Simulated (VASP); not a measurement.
Si:

```xyz
2
Lattice="4.1209 0.0000 0.0000 -2.0605 3.5688 0.0000 0.0000 0.0000 2.6548" Properties=species:S:1:pos:R:3 pbc="T T T"
Si    0.0000    2.3792    1.3274
Si    2.0605    1.1896    1.3274
```

The cell was built by a generator and needn't be a form met in nature.

Base run:

```yaml
Program: VASP 6.6.1
Functional: PBE
Potentials_or_basis: VASP PAW PBE potentials, release 64 (Si)
Cutoff: 520 eV
k_mesh: 8 × 8 × 10
Occupations: gaussian, width 0.015 eV
Spin: no spin polarisation
```

Its results: pressure 0.0 GPa.

Question: The run is repeated on the same cell with these changes: functional from PBE to r2SCAN; occupations from gaussian, width 0.015 eV to fermi-dirac, width 0.05 eV. What comes out?

Answer: Pressure -1.2 GPa.

Caveats: the PAW data sets were made with another functional, which shifts forces and pressure a little (some runs).
